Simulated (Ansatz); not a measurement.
In CsCl (CsCl type) the Cs atom of the primitive cell, with all its periodic images, is moved by 0.06 Å along [111].

```
Cs Cl
1.0
     4.20000    0.00000    0.00000
     0.00000    4.20000    0.00000
     0.00000    0.00000    4.20000
Cs Cl
1 1
Direct
  0.00825 0.00825 0.00825
  0.50000 0.50000 0.50000
```

All numbers below come from HSE06, plane waves, PAW datasets (generated soft set 1) in Ansatz.

Cutoff 420 eV; exchange singularity: Wigner-Seitz; k-mesh 4×4×4 Γ-centred; Fermi–Dirac smearing of 0.05 eV; no spin polarisation; no spin–orbit coupling.

(1) What force results?

## Answers

(1) The force on it along the displacement is -0.0352 eV/Å, a force constant of 0.59 eV/Å².

| atom | Fx (eV/Å) | Fy (eV/Å) | Fz (eV/Å) |
| --- | --- | --- | --- |
| Cs1 | -0.0203 | -0.0203 | -0.0203 |
| Cl2 | 0.0203 | 0.0203 | 0.0203 |
